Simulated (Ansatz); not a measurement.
## GaP, zinc blende: band edges under a change of volume

How fast do the gaps move when the cell is scaled evenly? The geometries come from the semilocal relaxation.

Calculated with Ansatz 0.2.0, HSE06, PAW files of the set soft_1, cutoff 600 eV, Fermi–Dirac smearing 0.02 eV, k-mesh 6×6×6, no spin polarisation, no spin-orbit coupling.

Reference cell, relaxed at zero pressure with PBEsol (F-43m): a = 3.8459 Å, b = 3.8459 Å, c = 3.8459 Å, α = 60.00°, β = 60.00°, γ = 60.00°.

```
atom       x       y       z
  Ga  0.0000  0.0000  0.0000
   P  0.7500  0.7500  0.7500
```

Levels are read on the k-mesh and along lines from Γ to X = (0.5, 0, 0.5), L = (0.5, 0.5, 0.5), K = (0.375, 0.375, 0.75) and W = (0.5, 0.25, 0.75) in the reciprocal basis of this cell (the letters only name these points), and count from the highest filled level.

| ln(V/V0) | gap (eV) | direct gap at Γ (eV) | lowest empty along Γ–X (Γ left out) (eV) | lowest empty at L (eV) |
| --- | --- | --- | --- | --- |
| −0.0619 | 2.129 | 3.421 | 2.129 | 2.747 |
| −0.0202 | 2.212 | 3.041 | 2.212 | 2.604 |
| 0.0000 | 2.248 | 2.858 | 2.248 | 2.534 |
| 0.0198 | 2.282 | 2.679 | 2.282 | 2.465 |
| 0.0392 | 2.313 | 2.504 | 2.313 | 2.397 |
| 0.0583 | 2.330 | 2.334 | 2.342 | 2.330 |

**Question.** Fit the lowest empty level along Γ–X (Γ left out) and give it at ln(V/V0) = −0.0408, a row left out above.

A straight line through the 6 rows: the means are 0.005867 for ln(V/V0) and 2.2543 for the level, Σ(Δx)² = 0.009361 and ΣΔxΔy = 0.01657, so the slope is 0.01657/0.009361 = 1.7704 and the intercept 2.2543 − (1.7704)(0.005867) = 2.2439.

The slope is the volume deformation potential of this gap, 1.77 eV, as a mean over the range. The line gives 2.172 eV. The run itself gives 2.172 eV, so the estimate misses by 0.000 eV; the fitted rows themselves lie up to 0.005 eV off the law.

The rows curve: the slope runs from 1.99 between the first two to 1.52 eV between the last two, so the line is a mean over the range.

The lowest empty level changes place along the table: along Γ–X (Γ left out) at −0.0619, at L at 0.0583.

The gap lies below the direct one at Γ in every row.

[Logs are printed without paths, hosts, clocks, repeated set-up lines and the standing remarks that a program may print on its own settings, such as how far it seeks lower states.]
